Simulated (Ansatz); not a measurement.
## Ge: an elastic constant from a strain scan

All numbers below come from DFT PBEsol, scalar-relativistic, plane waves, PAW in Ansatz. The runs took a 420 eV cutoff, a Γ-centred 24×24×24 mesh and Gaussian smearing (0.15 eV). No spin polarisation. Energies are free energies at this smearing, counted from the undisturbed cell; pressure is positive in compression.

Zero of the scan (relaxed at this level; this form isn't the usual structure):

```
Ge
1.0
    -2.56301    2.56301    1.39666
     2.56301   -2.56301    1.39666
     2.56301    2.56301   -1.39666
Ge
2
Direct
  0.25000 0.75000 0.50000
  0.50000 0.50000 0.00000
```

The cell is strained by ε times the Voigt pattern (0, 0, 0, 0, 1, 0) (xx, yy, zz, yz, xz, xy; engineering shear) with fractional coordinates fixed. The cell holds 2 atoms in V0 = 36.70 Å³. The stress column is τ = (1/V0) dE/dε, got from the stress tensor σ (compression positive) at each point as −det(1 + εP) σ : P(1 + εP)⁻¹, with P the pattern as a tensor.

```csv
ε,ΔE (meV/atom),τ (GPa)
-0.0200,?,?
-0.0100,0.279,-0.488
0.0000,0.000,0.000
0.0050,0.070,0.244
0.0150,0.627,0.728
```

Task: Which combination of elastic constants does this scan measure, and how large is it?

Result: For small ε, τ = τ0 + Kε with K = pᵀCp, which for this pattern is C55 in the Cartesian frame shown. The parabola through τ at ε = -0.0100, 0 and 0.0050 has slope K = 49 GPa at zero. The energies per cell, E = NΔE, of the same two points give K = 2[E(ε₊)/ε₊ − E(ε₋)/ε₋]/[(ε₊ − ε₋)V0] = 49 GPa, in agreement. These are clamped-ion values.

Task: Predict the withheld row at ε = -0.0200 from the harmonic law, and compare.

Result: ΔE = V0(τ0 ε + Kε²/2)/N = 1.119 meV/atom and τ = -0.98 GPa. The calculation gives 1.112 meV/atom and -0.96 GPa, a miss of 0.01 meV/atom at most, so the harmonic law still holds here.

Forces appear on the atoms along this scan, and letting them relax would lower the energy and soften the response. In a metal these slopes depend on the k mesh and the smearing.